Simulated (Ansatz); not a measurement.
## InP3: zone-centre modes

Level of theory: DFT r2SCAN, scalar-relativistic, plane waves, PAW in Ansatz. Settings: plane waves to 500 eV, k-mesh 6×6×6 (Γ-centred), Gaussian smearing 0.15 eV. No spin polarisation.

Zero of the scan (relaxed at this level; it needn't be the usual structure):

```
CELL_PARAMETERS angstrom
3.74150 2.16016 3.36925
-3.74150 2.16016 3.36925
0.00000 -4.32031 3.36925
ATOMIC_POSITIONS crystal
In 0.27025 0.27025 0.27025
In 0.72975 0.72975 0.72975
P 0.79829 0.24470 0.79829
P 0.79829 0.79829 0.24470
P 0.24470 0.79829 0.79829
P 0.20171 0.75530 0.20171
P 0.75530 0.20171 0.20171
P 0.20171 0.20171 0.75530
```

Harmonic modes by finite displacements of 0.02 Å, without the LO–TO term.

At this geometry, is the structure stable against these modes?

Yes: no mode is imaginary beyond 10 cm⁻¹, and only the three translations lie near zero.

List the wavenumbers in cm⁻¹.

0, 0, 0, 76, 76, 79, 122, 135, 135, 135, 151, 151, 268, 268, 288, 288, 308, 345, 407, 424, 424, 424, 431, 431.

Cost: 1 run of about 10 core-minutes, on Arm Neoverse V1 (shared hosts).